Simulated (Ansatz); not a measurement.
Runs of Ansatz 0.2.0 on BaS. It takes space group Fm-3m (No. 225, cubic). The conventional cell has a = 6.388 Å, b = 6.388 Å, c = 6.388 Å, α = 90.00°, β = 90.00°, γ = 90.00°. Ba (site symmetry m-3m) has 6 S at 3.19 Å as nearest neighbours. S (site symmetry m-3m) has 6 Ba at 3.19 Å as nearest neighbours. 

```tsv
potentials or basis	cutoff (eV)	basis error allowed	gap on the mesh (eV)	pressure (GPa)
all-electron LAPW, scalar-relativistic	137	0.001 eV/atom	2.14	-1.2
all-electron LAPW, non-relativistic	136	0.001 eV/atom	(a)	-0.9
all-electron LAPW, inner shells corrected to Dirac's equation	137	0.001 eV/atom	2.14	-1.1
all-electron PAW datasets made for the crystal	260	-	2.14	-1.2
```

Alike in all rows: task band structure; level PBEsol; no spin polarisation; cell as given; k mesh 7 × 7 × 7; smearing fermi-dirac 0.05 eV.

**Question.** Estimate the missing entries.

**Answer.** (a) 2.00.

Caveats: spin-orbit coupling is left out, which moves the levels of the heavy elements; relativity is left out, which matters for the heavier elements (some runs).

A k mesh can miss the band edges, and the runs leave out spin-orbit coupling on Ba.

The runs don't all hold the same shells in valence.
